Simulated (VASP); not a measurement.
Crystal: Te2Mo.

```
Te Mo
1.0
     3.51820    0.00000    0.00000
    -1.75910    3.04685    0.00000
     0.00000    0.00000   13.97360
Te Mo
4 2
Cartesian
  1.7591 1.0156 5.2960
  0.0000 2.0312 12.2828
  1.7591 1.0156 1.6908
  0.0000 2.0312 8.6776
  1.7591 1.0156 10.4802
  0.0000 2.0312 3.4934
```

Program: VASP 6.6.1. Alike in all runs: potentials or basis VASP PAW PBE potentials, release 64 (Te, Mo_sv); cell as given; cutoff (eV) 520. Hardware: 1 thread of AMD EPYC 9R45 96-Core Processor (Zen 5) (shared host).

**Question.** Order these runs on this cell by their wall time, lowest first.
A. task single point; level PBE; spin off; k mesh 9 × 9 × 2; smearing gaussian 0.011 eV
B. task band structure; level PBEsol; spin SOC, no magnetisation; k mesh 7 × 7 × 2; smearing fermi-dirac 0.05 eV
C. task band structure; level BLYP; spin off; k mesh 9 × 9 × 2; smearing fermi-dirac 0.05 eV

**Answer.** A (83 s), C (270 s), B (1800 s).
